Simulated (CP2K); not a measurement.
Runs of CP2K 2026.2 on Bi. The structure is cubic, space group Im-3m (No. 229). The conventional cell has a = 3.963 Å, b = 3.963 Å, c = 3.963 Å, α = 90.00°, β = 90.00°, γ = 90.00°. Bi (site symmetry m-3m) is surrounded by 8 Bi at 3.43 Å. This isn't the form of Bi at room conditions, which is rhombohedral.

```tsv
task	level	potentials or basis	cell	smearing	EPS_DEFAULT	NGRIDS	basis sets	potentials	CUTOFF of the grids	gap on the mesh (eV)	pressure (GPa)	V0 of scaled cells (Å³/atom)	B0 (GPa)
equation of state	LDA	GTH_POTENTIALS Bi GTH-PADE-q5; TZVP-MOLOPT-PBE-GTH basis	as given	fermi-dirac 0.01 eV	1.0E-9	4	Bi TZVP-MOLOPT-PBE-GTH-q5	Bi GTH-PADE-q5 of GTH_POTENTIALS	450 Ry	-	-	29.53	(a)
equation of state	r2SCAN	POTENTIAL_UZH Bi GTH-SCAN-q5; TZVP-MOLOPT-SCAN-GTH basis	as given	fermi-dirac 0.0259 eV	1.0E-9	4	Bi TZVP-MOLOPT-SCAN-GTH-q5	Bi GTH-SCAN-q5 of POTENTIAL_UZH	675 Ry	-	-	(b)	53
equation of state	r2SCAN	POTENTIAL_UZH Bi GTH-SCAN-q5; TZVP-MOLOPT-SCAN-GTH basis	as given	fermi-dirac 0.05 eV	1.0E-9	5	Bi TZVP-MOLOPT-SCAN-GTH-q5	Bi GTH-SCAN-q5 of POTENTIAL_UZH	675 Ry	-	-	30.19	53
equation of state	LDA	GTH_POTENTIALS Bi GTH-PADE-q5; TZVP-MOLOPT-PBE-GTH basis	as given	fermi-dirac 0.1 eV	1.0E-10	4	Bi TZVP-MOLOPT-PBE-GTH-q5	Bi GTH-PADE-q5 of GTH_POTENTIALS	450 Ry	-	-	29.47	62
band structure	LDA	GTH_POTENTIALS Bi GTH-PADE-q5; TZVP-MOLOPT-PBE-GTH basis	as given	fermi-dirac 0.1 eV	1.0E-10	4	Bi TZVP-MOLOPT-PBE-GTH-q5	Bi GTH-PADE-q5 of GTH_POTENTIALS	450 Ry	none	-3.0	-	-
band structure	r2SCAN	POTENTIAL_UZH Bi GTH-SCAN-q5; TZVP-MOLOPT-SCAN-GTH basis	as given	fermi-dirac 0.01 eV	1.0E-9	5	Bi TZVP-MOLOPT-SCAN-GTH-q5	Bi GTH-SCAN-q5 of POTENTIAL_UZH	675 Ry	none	-1.6	-	-
single point	LDA	GTH_POTENTIALS Bi GTH-PADE-q5; TZVP-MOLOPT-PBE-GTH basis	the cell as VASP's run set it	gaussian 0.05 eV	1.0E-10	4	Bi TZVP-MOLOPT-PBE-GTH-q5	Bi GTH-PADE-q5 of GTH_POTENTIALS	450 Ry	none	-3.0	-	-
band structure	LDA	GTH_POTENTIALS Bi GTH-PADE-q5; TZVP-MOLOPT-PBE-GTH basis	as given	fermi-dirac 0.0259 eV	1.0E-9	5	Bi TZVP-MOLOPT-PBE-GTH-q5	Bi GTH-PADE-q5 of GTH_POTENTIALS	450 Ry	none	-3.0	-	-
```

Alike in all rows: no spin polarisation; k mesh 9 × 9 × 9.

**Question.** Fill in the values left out.

**Answer.** (a) 65; (b) 30.14.

Caveats: spin-orbit coupling is left out, which moves the levels of the heavy elements; the basis of atomic orbitals isn't converged, which shifts pressures, moduli and gaps.

A k mesh can miss the band edges, and the runs leave out spin-orbit coupling on Bi.

A gap of «none» marks a metal or a gap under the smearing width.

Not every run made on this cell is shown here.
